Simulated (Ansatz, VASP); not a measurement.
## One calculation of Al2O3, two programs

```
Al O
1.0
     2.30799    1.33252    4.17773
    -2.30799    1.33252    4.17773
     0.00000   -2.66504    4.17773
Al O
4 6
Direct
  0.35193 0.35193 0.35193
  0.14807 0.14807 0.14807
  0.64807 0.64807 0.64807
  0.85193 0.85193 0.85193
  0.55735 0.94265 0.25000
  0.25000 0.55735 0.94265
  0.94265 0.25000 0.55735
  0.44265 0.05735 0.75000
  0.75000 0.44265 0.05735
  0.05735 0.75000 0.44265
```

Alike in both runs: functional PBE; k mesh 6 × 6 × 6; occupations gaussian, width 0.02 eV; no spin polarisation.

Ansatz relaxed the structure, and its values are those at the end. VASP's run is a single point on that final structure, the one shown.

|  | VASP | Ansatz |
| --- | --- | --- |
| version | VASP 6.6.1 | Ansatz 0.2.0 |
| potentials or method | VASP PAW PBE potentials, release 64 (Al, O) | scalar-relativistic, plane waves, PAW |
| plane-wave cutoff (eV) | 520 | 420 |
| valence electrons in the cell | 48 | 48 |

VASP gave:

- gap on the k mesh at the Fermi level (eV): 7.44
- least direct gap on the mesh (eV): 7.44

Task: What did Ansatz give for the same quantities?

Result: gap on the k mesh at the Fermi level (eV): 7.43; least direct gap on the mesh (eV): 7.43.

With one functional, cell and mesh, what is left measures potentials, basis and numerics.

 A k mesh can miss the band edges.
